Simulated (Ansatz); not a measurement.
**SnO: ideal shear of a crystal plane**

Level of theory: DFT r2SCAN, scalar-relativistic, plane waves, PAW (Ansatz). The runs took a 500 eV cutoff, a Γ-centred 9×9×4 mesh and Gaussian smearing (0.03 eV). No spin polarisation. Energies are free energies at this smearing, counted from the undisturbed cell; pressure is positive in compression.

The starting cell (relaxed at this level):

```
Sn O
1.0
    -2.69244    2.69253    0.00000
    -2.69244   -2.69253    0.00000
     0.00000    0.00000    9.87555
Sn O
4 4
Direct
  0.00007 0.99993 0.36617
  0.99993 0.00007 0.86617
  0.49993 0.50007 0.63383
  0.50007 0.49993 0.13383
  0.99990 0.50010 0.75000
  0.00010 0.49990 0.25000
  0.49990 0.00010 0.75000
  0.50010 0.99990 0.25000
```

The cut lies on the cell's a–b face, a (0 0 1) plane (indices in the standard cell, whose axes needn't be the Cartesian ones shown) of area 14.50 Å², between layers 2.64 Å apart. Vector c is tilted by f times 1·a + 1·b (length 5.385 Å) with the atoms' Cartesian places fixed: one unrelaxed fault a cell. The traction is dγ/du, the slope of γ against the slip u in Å. Some rows repeat others by symmetry and weren't run.

| f | γ (mJ/m²) | traction (GPa) |
| --- | --- | --- |
| 0.0000 | 0 | 0.0 |
| 0.0833 | 62 | 2.9 |
| 0.1667 | 293 | 7.7 |
| 0.2500 | 781 | 14.2 |
| 0.3333 | 1553 | 19.7 |
| 0.4167 | 2472 | 20.0 |
| 0.5000 | 3094 | -0.1 |
| 0.5833 | 2472 | -20.0 |
| 0.6667 | 1553 | -19.7 |
| 0.7500 | 781 | -14.2 |
| 0.8333 | 293 | -7.7 |
| 0.9167 | 62 | -2.9 |

**Question.** Read off the first barrier and the stress needed to climb it, and compare with Frenkel's sinusoid.

**Answer.** The first sampled maximum lies at f = 0.500, a slip of 2.69 Å, with γ ≈ 3094 mJ/m², which stands in for the unstable fault energy γ_us, and the steepest sampled slope before it is 20.0 GPa. A sinusoid γ = γ_us sin²(πu/λ) with its maximum there has λ = 5.38 Å and a largest slope πγ_us/λ = 18.1 GPa (1 mJ/m² per Å = 0.01 GPa).

**Question.** Is there a metastable fault on this line?

**Answer.** Apart from points where γ returns to about zero, no local minimum shows among the samples, so at this sampling the line offers no fault for a dislocation to split on; a fault can still lie off the line.

The cut is rigid; relaxing the faces lowers these energies and usually the stresses.

The gap closes along the scan, which can put kinks into the curve.

Cost: 9 runs of about 6.6 core-minutes in all, on AMD EPYC 9R45 (Zen 5) (shared hosts).